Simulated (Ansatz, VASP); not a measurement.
**One calculation of B, two programs**

```
CELL_PARAMETERS angstrom
3.64775 0.00000 0.00000
0.00000 3.64775 0.00000
0.00000 0.00000 3.64775
ATOMIC_POSITIONS crystal
B 0.50000 0.50000 0.50000
B 0.00000 0.00000 0.00000
B 0.25000 0.00000 0.50000
B 0.50000 0.25000 0.00000
B 0.50000 0.75000 0.00000
B 0.75000 0.00000 0.50000
B 0.00000 0.50000 0.75000
B 0.00000 0.50000 0.25000
```

Alike in both runs: functional PBEsol; k mesh 10 × 10 × 10; occupations gaussian, width 0.1 eV; no spin polarisation.

Ansatz relaxed the structure, and its values are those at the end. VASP's run is a single point on that final structure, the one shown.

```csv
,VASP,Ansatz
version,VASP 6.6.1,Ansatz 0.2.0
potentials or method,"VASP PAW PBE potentials, release 64 (B)","scalar-relativistic, plane waves, PAW"
plane-wave cutoff (eV),520,420
valence electrons in the cell,24,24
```

VASP gave:

| Quantity | Value |
| --- | --- |
| gap on the k mesh at the Fermi level (eV) | none |
| pressure (GPa) | 0.3 |

Question: Which values does Ansatz return?

Answer: gap on the k mesh at the Fermi level (eV): none; pressure (GPa): 0.0.

A gap of «none» marks a metal or a gap that the smearing closes.

Caveats: the PAW data sets were made with another functional, which shifts forces and pressure a little (VASP).
